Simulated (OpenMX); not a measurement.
Runs of OpenMX 3.8.5 on W. Symmetry: Im-3m, No. 229, cubic system. The conventional cell has a = 3.165 Å, b = 3.165 Å, c = 3.165 Å, α = 90.00°, β = 90.00°, γ = 90.00°. Around W (site symmetry m-3m) lie 8 W at 2.74 Å. 

```csv
task,level,potentials or basis,max SCF cycles,"grid points, held for all volumes",pressure (GPa),V0 of scaled cells (Å³/atom),B0 (GPa)
band structure,PBE,"OpenMX 2013 PBE set, W7.0-s3p2d2f2, grid cutoff 400 Ry",100,-,(a),-,-
equation of state,LDA,"OpenMX 2013 LDA set, W7.0-s3p2d2f1, fixed grid of 27 × 27 × 27 points",-,27 × 27 × 27,-,15.38,341
band structure,PBE,"OpenMX 2013 PBE set, W7.0-s3p2d2, grid cutoff 400 Ry",100,-,10.2,-,-
equation of state,PBE,"OpenMX 2013 PBE set, W7.0-s3p2d2, fixed grid of 27 × 27 × 27 points",-,27 × 27 × 27,-,16.35,(b)
band structure,LDA,"OpenMX 2013 LDA set, W7.0-s3p2d2f1, grid cutoff 400 Ry",100,-,-9.5,-,-
```

Alike in all rows: no spin polarisation; cell as given; k mesh 13 × 13 × 13; smearing fermi-dirac 0.05 eV.

Task: Estimate the missing entries.

Result: (a) 6.2; (b) 304.

Caveats: the basis of atomic orbitals isn't converged, which shifts pressures, moduli and gaps; volumes in these bases differ from converged ones by about 1 %, for some elements by several (some runs).
